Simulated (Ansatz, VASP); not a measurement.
This is a calculation of ZnS (Wurtzite-4H) for Ansatz 0.2.0. 

Contents of input.yaml:

```yaml
crystal:
  lattice:
    - [3.8227, 0.0, 0.0]
    - [-1.91135, 3.310555311, 0.0]
    - [0.0, 0.0, 12.52]
  atoms:
    - { symbol: Zn, position: [0.6666666667, 0.3333333333, 0.75] }
    - { symbol: Zn, position: [0.3333333333, 0.6666666667, 0.25] }
    - { symbol: Zn, position: [0.0, 0.0, 0.5] }
    - { symbol: Zn, position: [0.0, 0.0, 0.0] }
    - { symbol: S, position: [0.6666666667, 0.3333333333, 0.9375] }
    - { symbol: S, position: [0.3333333333, 0.6666666667, 0.4375] }
    - { symbol: S, position: [0.0, 0.0, 0.6875] }
    - { symbol: S, position: [0.0, 0.0, 0.1875] }
hamiltonian:
  xc: revpbe
  pseudopotentials: { kind: paw }
  dispersion: d3bj
kpoints:
  mp_grid: { grid: [8, 8, 3] }
scf:
  occupations: { method: fermi_dirac, width: 0.05 }
output:
  forces: true
  stress: true
relax:
  f_tol: 0.01
  max_steps: 40
  cell: { stress_tol: 0.05 }
```

Potentials or basis: Ansatz PAW.

The run is started by

```sh
$ ansatz run input.yaml --threads 4 --pin off --max-ram 11264MiB --backend cpu --events-out ev --progress --plain --runs-dir out
```

Translate it to VASP 6.6.1. Potentials or basis there: PBE PAW files S, Zn, 600 eV.

As run (cutoffs and basis follow the program's own potentials, and thresholds, step limits or extra output files can differ):

Contents of INCAR:

```
ALGO = Normal ; EDIFF = 1E-6
EDIFFG = -0.005 ; ENCUT = 600
GGA = RE ; IBRION = 2
ISIF = 3 ; ISMEAR = -1
IVDW = 12 ; LASPH = T
LCHARG = F ; LREAL = F
LWAVE = F ; NELM = 80
NSW = 60 ; PREC = Accurate
SIGMA = 0.05
```

KPOINTS

```
k-points
0
Gamma
  8 8 3
```

File POSCAR:

```
ZnS
1.0
    3.8227000000      0.0000000000      0.0000000000
   -1.9113500000      3.3105553110      0.0000000000
    0.0000000000      0.0000000000     12.5200000000
Zn S
4 4
Direct
    0.6666666667      0.3333333333      0.7500000000
    0.3333333333      0.6666666667      0.2500000000
    0.0000000000      0.0000000000      0.5000000000
    0.0000000000      0.0000000000      0.0000000000
    0.6666666667      0.3333333333      0.9375000000
    0.3333333333      0.6666666667      0.4375000000
    0.0000000000      0.0000000000      0.6875000000
    0.0000000000      0.0000000000      0.1875000000
```

Potentials or basis: VASP PAW PBE potentials, release 64 (Zn, S).

The run is started by

```bash
$ cat potpaw_PBE.64/Zn/POTCAR potpaw_PBE.64/S/POTCAR > POTCAR
$ mpirun -np 1 vasp_std > vasp.out
```

Both were run:

|  | Ansatz | VASP |
| --- | --- | --- |
| Relaxed volume | 19.17 Å³/atom | 19.21 Å³/atom |
| Relaxed cell | a = 3.780 Å, b = 3.780 Å, c = 12.392 Å, α = 90.00°, β = 90.00°, γ = 120.00° | a = 3.782 Å, b = 3.782 Å, c = 12.401 Å, α = 90.00°, β = 90.00°, γ = 120.00° |
| Space group after relaxing | P6_3mc (No. 186) | P6_3mc (No. 186) |
| Pressure after relaxing | 0.0 GPa | 0.0 GPa |

Ansatz's pressure holds a Pulay term of +0.08 GPa for its cutoff of 420 eV, which the other run lacks.

Ansatz's potentials were made for PBE. VASP's potentials were made for PBE.

Where Ansatz's input types no cutoff or centring, it takes its own default and a Γ-centred mesh.

Pressure is positive in compression.
